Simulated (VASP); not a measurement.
Set up this calculation in VASP 6.6.1, as the native input.

```yaml
Task: relaxation of cell and atoms
Functional: LDA
Potentials_or_basis: VASP PAW LDA potentials, release 64 (Sr_sv, Ti_sv, O)
Cutoff: 600 eV
k_mesh: 8 × 8 × 8
Occupations: gaussian, width 0.03 eV
Spin: no spin polarisation
Further_INCAR_settings: ALGO = Normal; EDIFF = 1e-07; IBRION = 2; EDIFFG = -0.005; NSW = 90; ISIF = 3
```

The structure of SrTiO3 (Tausonite) lies in POSCAR:

```
SrTiO3                                  
1.0
    3.8601041381     -0.0000000000      0.0000000000
    0.0000000000      3.8601041381      0.0000000000
   -0.0000000000     -0.0000000000      3.8601041381
  Sr              Ti              O             
     1     1     3
Direct
     0.5000000000000000    0.5000000000000000    0.5000000000000000
     0.0000000000000000    0.0000000000000000    0.0000000000000000
     0.5000000000000000    0.0000000000000000    0.0000000000000000
     0.0000000000000000    0.5000000000000000    0.0000000000000000
     0.0000000000000000    0.0000000000000000    0.5000000000000000
```

One way to write it, as run:

INCAR

```
SYSTEM = SrTiO3
PREC     = Accurate       ! precision mode
ENCUT    = 600            ! plane-wave cutoff, eV
EDIFF    = 1E-7           ! SCF threshold, eV
ISMEAR   = 0              ! smearing method
SIGMA    = 0.03           ! smearing width, eV
LREAL    = .False.        ! projectors in reciprocal space
LASPH    = .True.         ! aspherical terms in the spheres
NELM     = 80             ! most SCF steps
ALGO     = Normal         ! electronic algorithm
ISIF     = 3              ! what is computed and relaxed
LWAVE    = .False.        ! write WAVECAR
LCHARG   = .False.        ! write CHGCAR
GGA      = CA             ! functional
IBRION   = 2              ! ionic algorithm
NSW      = 90             ! ionic steps
EDIFFG   = -0.005         ! ionic threshold
```

KPOINTS

```
regular mesh
0
Gamma
  8 8 8
  0 0 0
```

Potentials or basis: VASP PAW LDA potentials, release 64 (Sr_sv, Ti_sv, O).

The run is started by

```console
$ cat potpaw_LDA.64/Sr_sv/POTCAR potpaw_LDA.64/Ti_sv/POTCAR potpaw_LDA.64/O/POTCAR > POTCAR
$ mpirun -np 1 vasp_std > vasp.out
```

It gave:

The pressure after relaxing is 0.0 GPa. The band gap on the k mesh is 1.81 eV, indirect (least direct gap 2.15 eV).

Caveat: the relaxation stopped at its first step, so nothing moved.

Wall time 24 s on 1 thread of Intel(R) Xeon(R) 6975P-C (Granite Rapids), with other jobs on the host, peak memory 0.19 GiB.
